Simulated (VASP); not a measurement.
Runs of VASP 6.6.1 on GaSb. The structure is cubic, space group F-43m (No. 216). The conventional cell has a = 6.118 Å, b = 6.118 Å, c = 6.118 Å, α = 90.00°, β = 90.00°, γ = 90.00°. Sb (site symmetry -43m) has 4 Ga at 2.65 Å as nearest neighbours. Around Ga (site symmetry -43m) lie 4 Sb at 2.65 Å. 

```tsv
task	level	spin	k mesh	smearing	grid for exact exchange (PRECFOCK)	exchange at q = 0	mesh quality	gap on the mesh (eV)	pressure (GPa)
band structure	r2SCAN	off	8 × 8 × 8	fermi-dirac 0.05 eV	-	-	not flagged	(a)	0.5
band structure	r2SCANh	off	4 × 4 × 4	fermi-dirac 0.05 eV	Fast	truncated	coarse	0.96	(b)
band structure	SCAN	SOC, no magnetisation	6 × 6 × 6	fermi-dirac 0.05 eV	-	-	not flagged	-	0.2
single point	PBE	off	8 × 8 × 8	gaussian 0.012 eV	-	-	not flagged	0.04	2.4
band structure	r2SCAN	SOC, no magnetisation	6 × 6 × 6	fermi-dirac 0.05 eV	-	-	not flagged	-	0.5
```

Alike in all rows: potentials or basis VASP PAW PBE potentials, release 64 (Sb, Ga_d); cell as given; cutoff (eV) 520.

Q: Fill in the values left out.

A: (a) 0.45; (b) 0.0.

Caveats: some runs use coarse meshes; the PAW data sets were made with another functional, which shifts forces and pressure a little (some runs); spin-orbit coupling is left out, which moves the levels of the heavy elements (some runs).

A k mesh can miss the band edges, and rows without SOC leave out spin-orbit coupling on Ga, Sb.
